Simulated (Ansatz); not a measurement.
# AlN: wurtzite against zinc blende under pressure

Which form of AlN has the lower enthalpy, and does pressure change the order? Both are relaxed at the same set pressures.

Calculated with Ansatz 0.2.0, PBEsol, PAW files of the set soft_1, cutoff 600 eV, Fermi–Dirac smearing 0.02 eV, k-mesh 10×10×6, no spin polarisation, no spin-orbit coupling.

The zinc blende cell takes smearing 0.02 eV and a 11×11×11 mesh.

Near zero pressure the wurtzite cell (P6_3mc, 4 atoms) is a = 3.1135 Å, b = 3.1135 Å, c = 4.9834 Å, α = 90.00°, β = 90.00°, γ = 120.00°; the zinc blende cell (F-43m, 2 atoms) is a = 3.0952 Å, b = 3.0952 Å, c = 3.0952 Å, α = 60.00°, β = 60.00°, γ = 60.00°.

| P (GPa) | V, wurtzite (Å³) | V, zinc blende (Å³) | ΔE (meV) | ΔH = ΔE + PΔV (meV) |
| --- | --- | --- | --- | --- |
| −4 | 21.357 | 21.408 | 44.6 | 43.3 |
| 0 | 20.918 | 20.968 | 44.6 | 44.6 |
| 5 | 20.426 | 20.475 | 44.6 | 46.1 |
| 10 | 19.984 | 20.033 | 44.6 | 47.7 |
| 20 | 19.216 | 19.267 | 44.4 | 50.8 |
| 30 | 18.563 | 18.618 | 43.7 | 54.1 |

Values are for a formula unit, differences are zinc blende less wurtzite, and 1 GPa Å³ = 6.2415 meV. **Question.** Give ΔH at 15 GPa, a row left out above, and the pressure at which the two forms cross, if they do.

Least squares with ΔH = h0 + h1 P + h2 P² gives h0 = 44.6 meV, h1 = 0.31 meV/GPa and h2 = 0.000 meV/GPa². Since dH/dP = V, the slope should equal ΔV: 0.050 Å³ × 6.2415 = 0.31 meV/GPa at 0 GPa. At 15 GPa the fit gives 49.3 meV. The run itself gives 49.2 meV, so the estimate misses by 0.1 meV, a rounding's worth.

ΔH keeps its sign from -4 to 30 GPa, so the wurtzite form stays lower over the range; the zinc blende form is less dense and loses further with pressure. This compares two forms alone, at zero temperature, without vibrations or barriers; other forms may lie lower.
